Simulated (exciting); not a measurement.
A run of exciting (release sodium) is set up as follows.

Contents of run_exciting.py:

```python
import subprocess
import xml.etree.ElementTree as ET
from ase.io import read
from ase.units import Bohr

atoms = read("InAs.cif")
rmt = {'In': 2.3, 'As': 2.0}  # bohr
tasks = """
<groundstate do="fromscratch" ngridk="8 8 8" rgkmax="7.5" gmaxvr="14" lmaxapw="10" lmaxmat="10" lmaxvr="8" stype="Gaussian" swidth="0.00183747" nempty="20" ValenceRelativity="iora*" epsengy="1e-06" epspot="1e-06" maxscl="80" tforce="true" outputlevel="normal">
  <libxc exchange="XC_GGA_X_SOGGA" correlation="XC_GGA_C_PBE"/>
  <spin spinorb="true"/>
</groundstate>
"""

root = ET.Element("input")
ET.SubElement(root, "title").text = "InAs"
structure = ET.SubElement(root, "structure", speciespath="./", tshift="false")
crystal = ET.SubElement(structure, "crystal", scale="1.0")
for vector in atoms.cell / Bohr:
    ET.SubElement(crystal, "basevect").text = " ".join(f"{x:.12f}" for x in vector)
symbols = atoms.get_chemical_symbols()
for element in dict.fromkeys(symbols):
    species = ET.SubElement(structure, "species", speciesfile=element + ".xml", rmt=str(rmt[element]))
    for symbol, position in zip(symbols, atoms.get_scaled_positions(wrap=False)):
        if symbol == element:
            ET.SubElement(species, "atom", coord=" ".join(f"{x:.12f}" for x in position))
root.extend(ET.fromstring("<tasks>" + tasks + "</tasks>"))
ET.indent(root)
ET.ElementTree(root).write("input.xml")
subprocess.run(["exciting_smp"], check=True)
```

Contents of InAs.cif:

```cif
data_InAs
_cell_length_a 4.37900544
_cell_length_b 4.37900544
_cell_length_c 4.37900544
_cell_angle_alpha 60.00000000
_cell_angle_beta 60.00000000
_cell_angle_gamma 60.00000000
_space_group_name_H-M_alt 'P1'
_space_group_name_Hall 'P 1'
_space_group_IT_number 1
loop_
_space_group_symop_operation_xyz
'x,y,z'
loop_
_atom_site_label
_atom_site_type_symbol
_atom_site_symmetry_multiplicity
_atom_site_Wyckoff_symbol
_atom_site_fract_x
_atom_site_fract_y
_atom_site_fract_z
_atom_site_occupancy
In1 In 1 a 0.0000000000 0.0000000000 0.0000000000 1
As1 As 1 a 0.7500000000 0.7500000000 0.7500000000 1
```

Potentials or basis: all-electron LAPW+lo, shipped species files, valence relativity iora*.

The run is started by

```sh
$ OMP_NUM_THREADS=1 python run_exciting.py
```

(1) Estimate the band gap on the k mesh.

Answers

(1) none (metal or under the smearing width).
